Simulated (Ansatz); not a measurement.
# Te (trigonal tellurium, measured cell): the cost of one run

Computed with Ansatz 0.2.0 (DFT PBE, scalar-relativistic, plane waves, PAW, unless a step's input says otherwise).

### 1 The system as given

Symmetry: P3_121, No. 152, trigonal system. The conventional cell has a = 4.457 Å, b = 4.457 Å, c = 5.929 Å, α = 90.00°, β = 90.00°, γ = 120.00°. Around Te (site symmetry 2) lie 2 Te at 2.84 Å.

Coordinates:

```xyz
3
Lattice="4.4570 0.0000 0.0000 -2.2285 3.8599 0.0000 0.0000 0.0000 5.9290" Properties=species:S:1:pos:R:3 pbc="T T T"
Te    1.1735    0.0000    1.9763
Te   -0.5868    1.0163    3.9527
Te    1.6417    2.8436    0.0000
```

### 2 Relaxing the atoms: Te (trigonal tellurium, measured cell), no spin

File input.yaml:

```yaml
crystal:
  lattice:
    - [4.457, 0.0, 0.0]
    - [-2.2285, 3.8598752247, 0.0]
    - [0.0, 0.0, 5.929]
  atoms:
    - { symbol: Te, position: [0.2633, 0.0, 0.3333333333] }
    - { symbol: Te, position: [0.0, 0.2633, 0.6666666667] }
    - { symbol: Te, position: [0.7367, 0.7367, 0.0] }
scf:
  occupations: { method: gaussian, width: 0.01 }
output:
  forces: true
  stress: true
  eigenvalues: true
  write_density: true
  write_potential: true
  elf: true
  volumetric_format: npy
hamiltonian:
  xc: pbe
basis:
  ecutwfc: 400
kpoints:
  mp_grid: { grid: [12, 12, 10] }
relax:
  f_tol: 0.001
  max_steps: 40
```

Started as:

```sh
$ ansatz run input.yaml --threads 1 --pin off --max-ram 2867MiB --backend cpu --events-out ev --progress --plain --runs-dir out
```

**Question.** How long does this run take on 1 thread of Intel Xeon at 2.30GHz, shared host, and how much memory does it need?

About 88 s, with a peak of 0.61 GiB.
